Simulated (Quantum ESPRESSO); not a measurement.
# Optical response of CaSe, part 2 of 3

Wanted: where CaSe starts to absorb, how strongly, and its refractive index. The cell comes from an older database entry, whose edges can differ from later determinations, mostly by under a per cent.

Quantum ESPRESSO 7.5; DFT, PBE, plane waves with norm-conserving potentials (PseudoDojo), scalar-relativistic, independent-particle optical response without local fields and without the non-local commutator.

So far. Step 2 (Ground state): There is a gap, 2.09 eV on this mesh (points off the mesh can give less), so no carriers' term is needed.

The database entry behind the starting cell differs from later determinations by our own check (0.1 to 0.3 % short, probably kX units), so it need not match the best structure at ambient conditions.

## 3. Ground state with the final occupations

Level of this step: DFT, PBE, plane waves with norm-conserving potentials (PseudoDojo), scalar-relativistic, ground state (Quantum ESPRESSO).

With the gap or the metal settled, the ground state is repeated with the fitting occupations, and the later steps take its density.

Contents of scf.in:

```
&control
  calculation = 'scf'
  prefix = 'x'
  outdir = './tmp'
  pseudo_dir = './'
  verbosity = 'high'
/
&system
  ibrav = 0
  nat = 2
  ntyp = 2
  ecutwfc = 70
  occupations = 'fixed'
/
&electrons
  conv_thr = 1e-09
  electron_maxstep = 100
/
ATOMIC_SPECIES
  Se 1.0 Se.upf
  Ca 1.0 Ca.upf
CELL_PARAMETERS angstrom
  0.000000000000 2.956000000000 2.956000000000
  2.956000000000 0.000000000000 2.956000000000
  2.956000000000 2.956000000000 0.000000000000
ATOMIC_POSITIONS crystal
  Se 0.500000000000 0.500000000000 0.500000000000
  Ca 0.000000000000 0.000000000000 0.000000000000
K_POINTS automatic
  7 7 7 0 0 0
```

Launch:

```bash
> mpirun -n 4 pw.x -nk 4 -in scf.in
```

Output:

```text
[banner, memory and clock lines left out]

     using ibrav=0 with symmetry is DISCOURAGED, use correct ibrav instead

     G-vector sticks info

     bravais-lattice index     =            0
     lattice parameter (alat)  =       7.8998  a.u.
     unit-cell volume          =     348.6100 (a.u.)^3
     number of atoms/cell      =            2
     number of atomic types    =            2
     number of electrons       =        26.00
     number of Kohn-Sham states=           13
     kinetic-energy cutoff     =      70.0000  Ry
     charge density cutoff     =     280.0000  Ry
     scf convergence threshold =      1.0E-09
     mixing beta               =       0.7000
     number of iterations used =            8  plain     mixing
     Exchange-correlation= PBE
                           (   1   4   3   4   0   0   0)

     celldm(1)=   7.899840  celldm(2)=   0.000000  celldm(3)=   0.000000
     celldm(4)=   0.000000  celldm(5)=   0.000000  celldm(6)=   0.000000

     crystal axes: (cart. coord. in units of alat)
               a(1) = (   0.000000   0.707107   0.707107 )
               a(2) = (   0.707107   0.000000   0.707107 )
               a(3) = (   0.707107   0.707107   0.000000 )

     reciprocal axes: (cart. coord. in units 2 pi/alat)
               b(1) = ( -0.707107  0.707107  0.707107 )
               b(2) = (  0.707107 -0.707107  0.707107 )
               b(3) = (  0.707107  0.707107 -0.707107 )

     ./Se.upf
     Pseudo is Norm-conserving + core correction, Zval = 16.0
     Generated using ONCVPSP code by D. R. Hamann
     Using radial grid of 1214 points,  6 beta functions with:
                l(1) =   0
                l(2) =   0
                l(3) =   1
                l(4) =   1
                l(5) =   2
                l(6) =   2

     ./Ca.upf
     Pseudo is Norm-conserving + core correction, Zval = 10.0
     Generated using ONCVPSP code by D. R. Hamann
     Using radial grid of 1766 points,  6 beta functions with:
                l(1) =   0
                l(2) =   0
                l(3) =   1
                l(4) =   1
                l(5) =   2
                l(6) =   2

     atomic species   valence    mass     pseudopotential
     Se               16.00     1.00000     Se( 1.00)
     Ca               10.00     1.00000     Ca( 1.00)

     48 Sym. Ops., with inversion, found

                                    s                        frac. trans.

     [... symmetry matrices left out ...]
   Cartesian axes

     site n.     atom                  positions (alat units)
         1        Se     tau(   1) = (   0.7071068   0.7071068   0.7071068  )
         2        Ca     tau(   2) = (   0.0000000   0.0000000   0.0000000  )

   Crystallographic axes

     site n.     atom                  positions (cryst. coord.)
         1        Se     tau(   1) = (  0.5000000  0.5000000  0.5000000  )
         2        Ca     tau(   2) = (  0.0000000  0.0000000  0.0000000  )

     number of k points=    20
                       cart. coord. in units 2pi/alat
        k(    1) = (   0.0000000   0.0000000   0.0000000), wk =   0.0058309
        k(    2) = (   0.1010153   0.1010153  -0.1010153), wk =   0.0466472
        k(    3) = (   0.2020305   0.2020305  -0.2020305), wk =   0.0466472
        k(    4) = (   0.3030458   0.3030458  -0.3030458), wk =   0.0466472
        k(    5) = (   0.2020305  -0.0000000   0.0000000), wk =   0.0349854
        k(    6) = (   0.3030458   0.1010153  -0.1010153), wk =   0.1399417
        k(    7) = (   0.4040610   0.2020305  -0.2020305), wk =   0.1399417
        k(    8) = (  -0.2020305  -0.4040610   0.4040610), wk =   0.1399417
        k(    9) = (  -0.1010153  -0.3030458   0.3030458), wk =   0.1399417
        k(   10) = (  -0.0000000  -0.2020305   0.2020305), wk =   0.0699708
        k(   11) = (   0.4040610  -0.0000000   0.0000000), wk =   0.0349854
        k(   12) = (   0.5050763   0.1010153  -0.1010153), wk =   0.1399417
        k(   13) = (  -0.1010153  -0.5050763   0.5050763), wk =   0.1399417
        k(   14) = (   0.0000000  -0.4040610   0.4040610), wk =   0.0699708
        k(   15) = (   0.6060915  -0.0000000   0.0000000), wk =   0.0349854
        k(   16) = (  -0.0000000  -0.6060915   0.6060915), wk =   0.0699708
[...]
cryst. coord.
[...]
k(   13) = (  -0.0000000   0.2857143  -0.4285714), wk =   0.1399417
        k(   14) = (   0.0000000   0.2857143  -0.2857143), wk =   0.0699708
        k(   15) = (   0.0000000   0.4285714   0.4285714), wk =   0.0349854
        k(   16) = (   0.0000000   0.4285714  -0.4285714), wk =   0.0699708
        k(   17) = (   0.1428571   0.2857143   0.4285714), wk =   0.1399417
        k(   18) = (   0.1428571   0.2857143  -0.4285714), wk =   0.2798834
        k(   19) = (   0.1428571   0.4285714  -0.4285714), wk =   0.1399417
        k(   20) = (   0.1428571   0.4285714  -0.2857143), wk =   0.1399417

     Dense  grid:    27581 G-vectors     FFT dimensions: (  45,  45,  45)

     Initial potential from superposition of free atoms

     starting charge      25.9950, renormalised to      26.0000
     Starting wfcs are   14 randomized atomic wfcs

     Self-consistent Calculation

     iteration #  1     ecut=    70.00 Ry     beta= 0.70
     Davidson diagonalization with overlap

            53 MiB given to the printing process from OS
            24 MiB allocation reported by mallinfo(arena+hblkhd)
------------------
     ethr =  1.00E-02,  avg # of iterations =  2.0

     Threshold (ethr) on eigenvalues was too large:
     Diagonalizing with lowered threshold

     Davidson diagonalization with overlap

            56 MiB given to the printing process from OS
            27 MiB allocation reported by mallinfo(arena+hblkhd)
------------------
     ethr =  3.27E-04,  avg # of iterations =  4.8

     total energy              =    -320.17918284 Ry
     estimated scf accuracy    <       0.04194243 Ry

     iteration #  2     ecut=    70.00 Ry     beta= 0.70
     Davidson diagonalization with overlap

            66 MiB given to the printing process from OS
            32 MiB allocation reported by mallinfo(arena+hblkhd)
------------------
     ethr =  1.61E-04,  avg # of iterations =  3.3

     total energy              =    -320.18697366 Ry
     estimated scf accuracy    <       0.00678221 Ry

     iteration #  3     ecut=    70.00 Ry     beta= 0.70
     Davidson diagonalization with overlap

            67 MiB given to the printing process from OS
            33 MiB allocation reported by mallinfo(arena+hblkhd)
------------------
     ethr =  2.61E-05,  avg # of iterations =  3.6

     total energy              =    -320.18905209 Ry
     estimated scf accuracy    <       0.00038270 Ry

     iteration #  4     ecut=    70.00 Ry     beta= 0.70
     Davidson diagonalization with overlap

            68 MiB given to the printing process from OS
            33 MiB allocation reported by mallinfo(arena+hblkhd)
------------------
     ethr =  1.47E-06,  avg # of iterations =  4.3

     total energy              =    -320.18917808 Ry
     estimated scf accuracy    <       0.00001428 Ry

     iteration #  5     ecut=    70.00 Ry     beta= 0.70
     Davidson diagonalization with overlap

            69 MiB given to the printing process from OS
            34 MiB allocation reported by mallinfo(arena+hblkhd)
------------------
     ethr =  5.49E-08,  avg # of iterations =  4.2

     total energy              =    -320.18918373 Ry
     estimated scf accuracy    <       0.00000075 Ry

     iteration #  6     ecut=    70.00 Ry     beta= 0.70
     Davidson diagonalization with overlap

            70 MiB given to the printing process from OS
            35 MiB allocation reported by mallinfo(arena+hblkhd)
------------------
     ethr =  2.90E-09,  avg # of iterations =  4.3

     total energy              =    -320.18918400 Ry
     estimated scf accuracy    <       0.00000006 Ry

     iteration #  7     ecut=    70.00 Ry     beta= 0.70
     Davidson diagonalization with overlap

            71 MiB given to the printing process from OS
            36 MiB allocation reported by mallinfo(arena+hblkhd)
------------------
     ethr =  2.17E-10,  avg # of iterations =  4.4

     End of self-consistent calculation

          k = 0.0000 0.0000 0.0000 (  3479 PWs)   bands (ev):

   -38.5386 -38.5386 -38.5304 -38.5304 -38.5304 -32.3623 -13.3471 -13.3471
   -13.3471  -4.3898   7.4143   7.4143   7.4143

     occupation numbers
     1.0000   1.0000   1.0000   1.0000   1.0000   1.0000   1.0000   1.0000
     1.0000   1.0000   1.0000   1.0000   1.0000

          k = 0.1010 0.1010-0.1010 (  3464 PWs)   bands (ev):

   -38.5374 -38.5374 -38.5306 -38.5296 -38.5296 -32.3610 -13.3691 -13.3486
   -13.3486  -4.2704   6.4722   7.1134   7.1134

     occupation numbers
     1.0000   1.0000   1.0000   1.0000   1.0000   1.0000   1.0000   1.0000
     1.0000   1.0000   1.0000   1.0000   1.0000

          k = 0.2020 0.2020-0.2020 (  3449 PWs)   bands (ev):

   -38.5373 -38.5373 -38.5294 -38.5294 -38.5293 -32.3582 -13.4177 -13.3517
   -13.3517  -3.9846   5.0993   6.5931   6.5931

     occupation numbers
     1.0000   1.0000   1.0000   1.0000   1.0000   1.0000   1.0000   1.0000
     1.0000   1.0000   1.0000   1.0000   1.0000

          k = 0.3030 0.3030-0.3030 (  3450 PWs)   bands (ev):

   -38.5377 -38.5377 -38.5294 -38.5294 -38.5283 -32.3559 -13.4558 -13.3543
   -13.3543  -3.7336   4.2483   6.2632   6.2632

     occupation numbers
     1.0000   1.0000   1.0000   1.0000   1.0000   1.0000   1.0000   1.0000
     1.0000   1.0000   1.0000   1.0000   1.0000

     [... further k points left out ...]

     highest occupied level (ev):     7.4143

!    total energy              =    -320.18918402 Ry
     estimated scf accuracy    <          9.7E-10 Ry

     The total energy is the sum of the following terms:
     one-electron contribution =    -170.37953973 Ry
     hartree contribution      =      90.74022200 Ry
     xc contribution           =     -63.23921176 Ry
     ewald contribution        =    -177.31065453 Ry

     convergence has been achieved in   7 iterations

     XML data file, charge density, pseudopotentials, collected wavefunctions

                                        0.00s GPU  (     200 calls)
```

The job ended after 4.2 s (4 MPI ranks of Arm Neoverse V2, shared host; peak memory 0.07 GiB; 16 s of CPU time).

## 4. Bands on the whole mesh, 10×10×10

At the fixed density, many empty bands are solved on the mesh of the response, since the spectrum sums over them.

This step: DFT, PBE, plane waves with norm-conserving potentials (PseudoDojo), scalar-relativistic, bands at fixed density (Quantum ESPRESSO 7.5).

nscf.in, as its differences from scf.in of step 3:

```diff
@@ -1,3 +1,3 @@
 &control
-  calculation = 'scf'
+  calculation = 'nscf'
   prefix = 'x'
@@ -5,3 +5,2 @@
   pseudo_dir = './'
-  verbosity = 'high'
 /
@@ -13,2 +12,5 @@
   occupations = 'fixed'
+  nbnd = 35
+  nosym = .true.
+  noinv = .true.
 /
@@ -17,2 +19,3 @@
   electron_maxstep = 100
+  diago_full_acc = .true.
 /
@@ -29,2 +32,2 @@
 K_POINTS automatic
-  7 7 7 0 0 0
+  10 10 10 0 0 0
```

Launch:

```bash
> mpirun -n 4 pw.x -nk 4 -in nscf.in
```

Output:

```text
[banner, memory and clock lines left out]

     Atomic positions and unit cell read from directory:

     G-vector sticks info

     bravais-lattice index     =            0
     lattice parameter (alat)  =       7.8998  a.u.
     unit-cell volume          =     348.6100 (a.u.)^3
     number of atoms/cell      =            2
     number of atomic types    =            2
     number of electrons       =        26.00
     number of Kohn-Sham states=           35
     kinetic-energy cutoff     =      70.0000  Ry
     charge density cutoff     =     280.0000  Ry
     Exchange-correlation= PBE
                           (   1   4   3   4   0   0   0)

     celldm(1)=   7.899840  celldm(2)=   0.000000  celldm(3)=   0.000000
     celldm(4)=   0.000000  celldm(5)=   0.000000  celldm(6)=   0.000000

     crystal axes: (cart. coord. in units of alat)
               a(1) = (   0.000000   0.707107   0.707107 )
               a(2) = (   0.707107   0.000000   0.707107 )
               a(3) = (   0.707107   0.707107   0.000000 )

     reciprocal axes: (cart. coord. in units 2 pi/alat)
               b(1) = ( -0.707107  0.707107  0.707107 )
               b(2) = (  0.707107 -0.707107  0.707107 )
               b(3) = (  0.707107  0.707107 -0.707107 )

     ./Se.upf
     Pseudo is Norm-conserving + core correction, Zval = 16.0
     Generated using ONCVPSP code by D. R. Hamann
     Using radial grid of 1214 points,  6 beta functions with:
                l(1) =   0
                l(2) =   0
                l(3) =   1
                l(4) =   1
                l(5) =   2
                l(6) =   2

     ./Ca.upf
     Pseudo is Norm-conserving + core correction, Zval = 10.0
     Generated using ONCVPSP code by D. R. Hamann
     Using radial grid of 1766 points,  6 beta functions with:
                l(1) =   0
                l(2) =   0
                l(3) =   1
                l(4) =   1
                l(5) =   2
                l(6) =   2

     atomic species   valence    mass     pseudopotential
     Se               16.00     1.00000     Se( 1.00)
     Ca               10.00     1.00000     Ca( 1.00)

     No symmetry found

   Cartesian axes

     site n.     atom                  positions (alat units)
         1        Se     tau(   1) = (   0.7071068   0.7071068   0.7071068  )
         2        Ca     tau(   2) = (   0.0000000   0.0000000   0.0000000  )

     number of k points=  1000

     Number of k-points >= 100: set verbosity='high' to print them.

     Dense  grid:    27581 G-vectors     FFT dimensions: (  45,  45,  45)

     The potential is recalculated from file :

     Starting wfcs are   14 randomized atomic wfcs +   21 random wfcs

     Band Structure Calculation
     Davidson diagonalization with overlap

     ethr =  3.85E-12,  avg # of iterations = 47.4

     End of band structure calculation

     Number of k-points >= 100: set verbosity='high' to print the bands.

     highest occupied, lowest unoccupied level (ev):     7.4142    9.4448

     XML data file, pseudopotentials, collected wavefunctions

                                        0.00s GPU  (   12656 calls)

[... left out ...]
ulation
     Davidson diagonalization with overlap

     ethr =  3.85E-12,  avg # of iterations = 47.4

     End of band structure calculation

     Number of k-points >= 100: set verbosity='high' to print the bands.

     highest occupied, lowest unoccupied level (ev):     7.4142    9.4448

     XML data file, pseudopotentials, collected wavefunctions

                                        0.00s GPU  (   12656 calls)
```

Run time: 7.3 min. Hardware: 4 MPI ranks; peak memory 0.06 GiB.

[end of part 2 of 3]

[Machine, clock, banner and «Message from routine» lines are left out of the logs.]

[Logs are printed without paths, hosts, clocks, repeated set-up lines and the standing remarks that a program may print on its own settings, such as how far it seeks lower states.]

[Hosts, paths, dates, database ids (printed as entryN), source tags and the programs' standing remarks are cut or masked in the printed files.]
